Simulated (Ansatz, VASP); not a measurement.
## One calculation of Pt, two programs

```xyz
1
Lattice="0.0000 1.9701 1.9701 1.9701 0.0000 1.9701 1.9701 1.9701 0.0000" Properties=species:S:1:pos:R:3 pbc="T T T"
Pt    0.0000    0.0000    0.0000
```

Alike in both runs: functional r2SCAN; k mesh 18 × 18 × 18; occupations gaussian, width 0.1 eV; no spin polarisation.

Ansatz relaxed the structure, and its values are those at the end. VASP's run is a single point on that final structure, the one shown.

|  | VASP | Ansatz |
| --- | --- | --- |
| version | VASP 6.6.1 | Ansatz 0.2.0 |
| potentials or method | VASP PAW PBE potentials, release 64 (Pt) | scalar-relativistic, plane waves, PAW |
| plane-wave cutoff (eV) | 520 | 500 |
| valence electrons in the cell | 10 | 18 |

```csv
,VASP,Ansatz,Ansatz less VASP
gap on the k mesh at the Fermi level (eV),none,none,-
pressure (GPa),0.7,0.0,-0.69
```

A gap of «none» marks a metal or a gap that the smearing closes. The two sets of potentials don't hold the same shells in valence.

Caveats: the PAW data sets were made with another functional, which shifts forces and pressure a little (VASP). The runs have no spin-orbit coupling, so splittings on Pt are missing.
